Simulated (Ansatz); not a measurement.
The system is Sr.

```
Sr
1.0
     0.00000    3.04235    3.04235
     3.04235    0.00000    3.04235
     3.04235    3.04235    0.00000
Sr
1
Direct
  0.00000 0.00000 0.00000
```

| Property | Result |
| --- | --- |
| Program | Ansatz 0.2.0 |
| Task | single point |
| Functional | PBE |
| Potentials or basis | all-electron LAPW, scalar-relativistic |
| Cutoff | 69 eV (chosen from the basis error) |
| Basis error allowed | 0.001 eV/atom |
| k mesh | 8 × 8 × 8 |
| Occupations | fermi-dirac, width 0.05 eV |
| Spin | no spin polarisation |

On this cell: pressure -0.3 GPa; band gap on the k mesh none (metal or under the smearing width).

The same run follows on a disturbed copy (cell strained at random at fixed volume):

```
Sr
1.0
     0.06610    3.01958    2.96526
     3.13463    0.00753    3.02383
     3.12896    3.07248    0.01320
Sr
1
Direct
  0.99000 0.99567 0.01497
```

Q: What does the disturbed cell give?

A: The energy (extrapolated to zero smearing) moves by +3.4 meV/atom; pressure -0.3 GPa; band gap on the k mesh none (metal or under the smearing width).

Stress tensor (GPa, compression positive):
```
-0.43 -0.23 -0.28
-0.23 -0.29  0.19
-0.28  0.19 -0.21
```
